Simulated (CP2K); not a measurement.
Crystal: CoO.

```
Co O
1.0
     3.01440    0.00000    0.00000
     1.50720    2.61054    0.00000
     1.50720    0.87018    2.46124
Co O
1 1
Direct
  0.00000 0.00000 0.00000
  0.50000 0.50000 0.50000
```

Base run:

```yaml
Program: CP2K 2026.2
Functional: PBE
Potentials_or_basis: POTENTIAL_UZH Co GTH-PBE-q17, O GTH-PBE-q6; TZVP-MOLOPT-PBE-GTH basis
Density_cutoff: 11565 eV
k_mesh: 11 × 11 × 11
Occupations: fermi-dirac, width 0.01 eV
Spin: collinear spin, ferromagnetic start
Starting_moments: "[2.0, 0.0] μB"
```

Its results: band gap on the k mesh none (metal or under the smearing width); pressure -0.5 GPa; net moment 3.00 μB per cell; site moments Co +2.74; O +0.26 μB.

Task: The run is repeated on the same cell with these changes: functional from PBE to PBEsol; ngrids from 4 to 5. What comes out?

Result: Band gap on the k mesh none (metal or under the smearing width); pressure -9.3 GPa; net moment 3.00 μB per cell; site moments Co +2.72; O +0.28 μB.

Caveats: the basis of atomic orbitals isn't converged, which shifts pressures, moduli and gaps; a cell with one magnetic atom can't hold antiferromagnetic order, which such compounds often take; semilocal functionals often make such compounds metallic where correlation or magnetic order opens a gap, which also shifts bond lengths; the potentials were made for another functional, which shifts forces and pressure (some runs).

Not every run made on this cell is shown here.
